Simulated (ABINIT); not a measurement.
A calculation with ABINIT 10.8.3 (patched build) of BAs (native input, structure typed inline):

Contents of run.abi:

```
pp_dirpath "./"
pseudos "B.GGA_PBE-JTH.xml, As.GGA_PBE-JTH.xml"

acell 3.23586704 3.23586704 3.23586704 Angstrom
rprim
     1.0000000000     0.0000000000     0.0000000000
     0.0000000000     1.0000000000     0.0000000000
     0.0000000000     0.0000000000     1.0000000000
ntypat 2
znucl 5 33
natom 2
typat 1 2
xcart
     0.0000000000     0.0000000000     0.0000000000
     1.6179335200     1.6179335200     1.6179335200 Angstrom

ecut 408.170794 eV
pawecutdg 30.0
pawxcdev 0

kptopt 1
ngkpt 8 8 8
nshiftk 1
shiftk 0.0 0.0 0.0

ixc 11

nband 13
occopt 3
tsmear 0.05 eV

nstep 100
tolvrs 1.0e-9

iomode 3
prtwf 0
prteig 0
prtebands 0
prtden 1
prtvha 1
prtvclmb 1
prtpot 1
```

Potentials or basis: JTH PAW PBE v2.0.

Run with:

```sh
$ abinit run.abi > log 2>&1
```

The cell was built by a generator and needn't be a form met in nature.

Task: Write the same calculation in another form: ASE script, structure typed inline.

Result: As run:

The input run.py:

```python
import json, os
import numpy as np
from ase.units import GPa
from ase.calculators.abinit import Abinit, AbinitProfile
from ase import Atoms

atoms = Atoms(['B', 'As'],
              cell=[[3.23586704, 0.0, 0.0], [0.0, 3.23586704, 0.0], [0.0, 0.0, 3.23586704]],
              scaled_positions=[[0.0, 0.0, 0.0], [0.5, 0.5, 0.5]],
              pbc=True)

profile = AbinitProfile(command='abinit', pp_paths=[os.path.abspath('pseudos')])
params = dict(
    pps='pawxml', xc='PBE',
    ecut=408.1708,
    pawecutdg=816.3416,
    pawxcdev=0,
    kptopt=1,
    ngkpt=[8, 8, 8],
    nshiftk=1,
    shiftk=[0.0, 0.0, 0.0],
    ixc=11,
    nband=13,
    occopt=3,
    tsmear=0.05,
    nstep=100,
    tolvrs=1e-09,
    prtwf=0,
    prtden=0,
)

atoms.calc = Abinit(profile=profile, directory='run', **params)
energy = atoms.get_potential_energy()
forces = atoms.get_forces()
stress = atoms.get_stress()
print(f'energy {energy:.6f} eV')
print('forces (eV/A)')
print(np.round(forces, 5))
print('stress (GPa, Voigt, tension positive)', np.round(stress / GPa, 4))
json.dump(dict(energy=energy, forces=forces.tolist(), stress=stress.tolist(), cell=atoms.cell.tolist(), frac=atoms.get_scaled_positions(wrap=False).tolist()), open('results.json', 'w'))
```

Potentials or basis: JTH PAW PBE v2.0.

The run is started by

```console
$ python run.py
```

Both were run:

|  | native input, structure typed inline | ASE script, structure typed inline |
| --- | --- | --- |
| Pressure | -14.8 GPa | -14.8 GPa |
| Band gap on the k mesh | none (metal or under the smearing width) | none (metal or under the smearing width) |
| Valence electrons inside the program's atomic spheres | B 1.31; As 12.41 | B 1.31; As 12.41 |

Keys that steer only the numerical path or the files written may differ.

Caveat: the highest band is partly filled, so the run has too few bands.
